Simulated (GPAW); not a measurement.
Ta:

```xyz
1
Lattice="-1.6513 1.6513 1.6513 1.6513 -1.6513 1.6513 1.6513 1.6513 -1.6513" Properties=species:S:1:pos:R:3 pbc="T T T"
Ta    0.0000    0.0000    0.0000
```

| Property | Result |
| --- | --- |
| Program | GPAW 26.7.0 |
| Task | single point |
| Functional | PBE |
| Potentials or basis | GPAW PAW data sets (gpaw-data 1.2.1) |
| Cutoff | 600 eV |
| Basis | pw |
| k mesh | 11 × 11 × 11 |
| Occupations | fermi-dirac, width 0.05 eV |
| Spin | no spin polarisation |

On this cell: pressure 2.9 GPa; band gap on the k mesh none (metal or under the smearing width).

The same run follows on a disturbed copy (cell strained at random at fixed volume):

```xyz
1
Lattice="-1.6207 1.6546 1.6292 1.6978 -1.6262 1.6778 1.6224 1.6279 -1.6008" Properties=species:S:1:pos:R:3 pbc="T T T"
Ta   -0.0498    0.0348   -0.0299
```

Q: What changes?

A: The energy (extrapolated to zero smearing) moves by +15.2 meV/atom; pressure 3.3 GPa; band gap on the k mesh none (metal or under the smearing width).

Stress tensor (GPa, compression positive):
```
 2.68 -0.24 -4.55
-0.24  3.95 -1.54
-4.55 -1.54  3.13
```
